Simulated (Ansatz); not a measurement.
This guess for P is about to be relaxed.

```cif
data_structure
_symmetry_space_group_name_H-M 'P 1'
_symmetry_Int_Tables_number 1
_cell_length_a 4.1226
_cell_length_b 4.1226
_cell_length_c 3.3010
_cell_angle_alpha 90.000
_cell_angle_beta 90.000
_cell_angle_gamma 94.549
_cell_volume 55.93
loop_
_atom_site_label
_atom_site_type_symbol
_atom_site_fract_x
_atom_site_fract_y
_atom_site_fract_z
_atom_site_occupancy
P1 P 0.47265 0.15227 0.86544 1
P2 P 0.52735 0.84773 0.36544 1
P3 P 0.84773 0.52735 0.63456 1
P4 P 0.15227 0.47265 0.13456 1
```

All numbers below come from DFT PBE, scalar-relativistic, plane waves, PAW (Ansatz 0.2.0). Cutoff 420 eV, Gaussian smearing, Γ-centred meshes. Cell and atoms relax first on a coarse mesh and then on a finer one. In between, the cell is made exact in the group found at 0.06 Å. In metals the finer mesh still leaves noise of several meV/atom or more. The steps can't lower the symmetry of their start. No spin polarisation.

A guess keeps its type if space group and coordination stay and the shape of the cell changes little (axis ratios within about 15 %, angles within 6°); the volume may change.

Task: Does it keep its structure type, or change into something else?

Result: It doesn't keep its type. The symmetry goes from C222_1 (No. 20) to Cmcm (No. 63). The volume per atom grows by 32.0 %, from 14.0 to 18.5 Å³. The shortest distance goes from 2.10 Å (P–P) to 2.26 Å (P–P). Counting neighbours within 15 % of an atom's shortest distance, the start has P 4 and the end P 3. In detail, at the end P has 3 P at 2.26–2.29 Å.

```cif
data_structure
_symmetry_space_group_name_H-M 'Cmcm'
_symmetry_Int_Tables_number 63
_cell_length_a 5.3089
_cell_length_b 8.2878
_cell_length_c 3.3548
_cell_angle_alpha 90.000
_cell_angle_beta 90.000
_cell_angle_gamma 90.000
_cell_volume 147.61
loop_
_atom_site_label
_atom_site_type_symbol
_atom_site_symmetry_multiplicity
_atom_site_Wyckoff_symbol
_atom_site_fract_x
_atom_site_fract_y
_atom_site_fract_z
_atom_site_occupancy
P1 P 8 g 0.28685 0.84075 0.75000 1
```

Energies count from the standard state of P at the same level. The references include black phosphorus.

Task: At what energy does it end?

Result: +0.09 eV/atom. It lies above the standard state, so it could only be metastable.

The last run used a 10×10×14 mesh (in the run's order of axes) for its 4-atom cell and Gaussian smearing of 0.10 eV. No dispersion correction is applied, so the spacing and binding between layers, chains or molecules are poorly described. The reference form of P is held partly by dispersion forces, which this level lacks. Symmetry constrained the relaxation, so the result can be a saddle point.
